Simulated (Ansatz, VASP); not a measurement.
# Two plane-wave programs on NaF (Villiaumite)

The input POSCAR:

```
NaF
1.0
    0.0000000000      2.4088877442      2.4088877442
    2.4088877442      0.0000000000      2.4088877442
    2.4088877442      2.4088877442      0.0000000000
Na F
1 1
Direct
    0.0000000000      0.0000000000      0.0000000000
    0.5000000000      0.5000000000      0.5000000000
```

The input INCAR.step1:

```
PREC = Accurate
ENCUT = 520
ISMEAR = 0
SIGMA = 0.01
LREAL = F
LASPH = T
NELM = 60
NBANDS = 14
GGA = PE
ALGO = Normal
EDIFF = 1E-4
LWAVE = T
LCHARG = F
```

Contents of INCAR.step2:

```
PREC = Accurate
ENCUT = 520
EDIFF = 1E-7
ISMEAR = 0
SIGMA = 0.01
LREAL = F
LASPH = T
NELM = 60
ALGO = Normal
ISIF = 2
LWAVE = F
LCHARG = F
METAGGA = R2SCAN
LMIXTAU = T
NBANDS = 14
ISTART = 1
```

The input KPOINTS:

```
Automatic mesh
0
Gamma
  10 10 10
```

Input for Ansatz:

```yaml
crystal:
  lattice:
    - [0.0, 2.4088877442, 2.4088877442]
    - [2.4088877442, 0.0, 2.4088877442]
    - [2.4088877442, 2.4088877442, 0.0]
  atoms:
    - { symbol: Na, position: [0.0, 0.0, 0.0] }
    - { symbol: F, position: [0.5, 0.5, 0.5] }
kpoints:
  mp_grid: { grid: [10, 10, 10] }
  band_path:
    path:
      - [0.0, 0.0, 0.0]
      - [0.5, 0.0, 0.5]
      - [0.625, 0.25, 0.625]
      - [0.375, 0.375, 0.75]
      - [0.5, 0.5, 0.5]
      - [0.5, 0.25, 0.75]
    npoints: 1
hamiltonian:
  xc: r2scan
scf:
  occupations: { method: fixed }
  n_extra_bands: 4
output:
  forces: true
  stress: true
  eigenvalues: true
```

Change from the starting cell: hydrostatic strain +4.9%.

Alike in both runs: task single point; functional r2SCAN; k mesh 10 × 10 × 10; no spin polarisation.

|  | VASP | Ansatz |
| --- | --- | --- |
| version | VASP 6.6.1 | Ansatz 0.2.0 |
| potentials or method | VASP PAW PBE potentials, release 64 (Na_pv, F) | plane waves, PAW |
| plane-wave cutoff (eV) | 520 | 500 |
| occupations | gaussian, width 0.01 eV | fixed |
| valence electrons in the cell | 14 | 16 |

|  | VASP | Ansatz | Ansatz less VASP |
| --- | --- | --- | --- |
| gap on the k mesh at the Fermi level (eV) | 6.56 | 6.53 | -0.034 |
| pressure (GPa) | -6.2 | -5.6 | +0.59 |

The two sets of potentials don't hold the same shells in valence.

Caveats: the PAW data sets were made with another functional, which shifts forces and pressure a little (VASP). A k mesh can miss the band edges.
